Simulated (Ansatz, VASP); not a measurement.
# One calculation of Ni, two programs

Contents of INCAR:

```
SYSTEM = Ni
ALGO = Normal ; EDIFF = 1E-6
ENCUT = 520 ; GGA = PE
ISIF = 2 ; ISMEAR = -1
LASPH = .True. ; LCHARG = .False.
LREAL = .False. ; LWAVE = .False.
NBANDS = 28 ; NELM = 60
PREC = Accurate ; SIGMA = 0.1
```

Contents of KPOINTS:

```
k-points
0
Gamma
  6 6 5
  0 0 0
```

POSCAR

```
Ni
1.0
    1.9070160000      3.2300790000      0.0000000000
    1.9070160000     -3.2300790000      0.0000000000
    0.0000000000      0.0000000000     -3.8148750000
Ni
4
Direct
    0.1549000000      0.8451000000      0.9190000000
    0.3451000000      0.6549000000      0.4190000000
    0.8451000000      0.1549000000      0.0810000000
    0.6549000000      0.3451000000      0.5810000000
```

Input for Ansatz:

```yaml
crystal:
  lattice:
    - [1.907016, 3.230079, 0.0]
    - [1.907016, -3.230079, 0.0]
    - [0.0, 0.0, -3.814875]
  atoms:
    - { symbol: Ni, position: [0.1549, 0.8451, 0.919] }
    - { symbol: Ni, position: [0.3451, 0.6549, 0.419] }
    - { symbol: Ni, position: [0.8451, 0.1549, 0.081] }
    - { symbol: Ni, position: [0.6549, 0.3451, 0.581] }
  symmetry: { tolerance: 0.0003 }
kpoints:
  mp_grid: { grid: [6, 6, 5], shift: [0, 0, 0] }
magnetization:
  spin_polarized: false
scf:
  occupations: { method: fermi_dirac }
hamiltonian:
  pseudopotentials: { kind: paw }
  xc: pbe
basis:
  ecutwfc: 420
output:
  forces: true
  stress: true
  eigenvalues: true
```

The cell was built by a generator and needn't be a form met in nature.

Alike in both runs: task single point; functional PBE; k mesh 6 × 6 × 5; no spin polarisation.

```csv
,VASP,Ansatz
version,VASP 6.6.1,Ansatz 0.2.0
potentials or method,"VASP PAW PBE potentials, release 64 (Ni)",PAW plane waves
plane-wave cutoff (eV),520,420
occupations,"fermi-dirac, width 0.1 eV",fermi-dirac
valence electrons in the cell,40,72
```

|  | VASP | Ansatz | Ansatz less VASP |
| --- | --- | --- | --- |
| gap on the k mesh at the Fermi level (eV) | none | none | - |
| pressure (GPa) | 21.1 | 21.5 | +0.39 |
| largest component of the traceless stress (GPa) | 7.94 | 8.02 | +0.083 |
| rms of the force components (eV/Å) | 0.307 | 0.313 | +0.0059 |

Atom by atom the forces differ by 0.006 eV/Å (rms over components). A gap of «none» marks a metal or a gap that the smearing closes. The two sets of potentials don't hold the same shells in valence.

Caveats: so large a pressure means that the cell lies far from this level's equilibrium, or that cutoff or potentials fall short (VASP); the run has no spin polarisation, though such a crystal can be magnetic. Spin polarisation is off, so any magnetic state and its effect on volume and gap are missing.
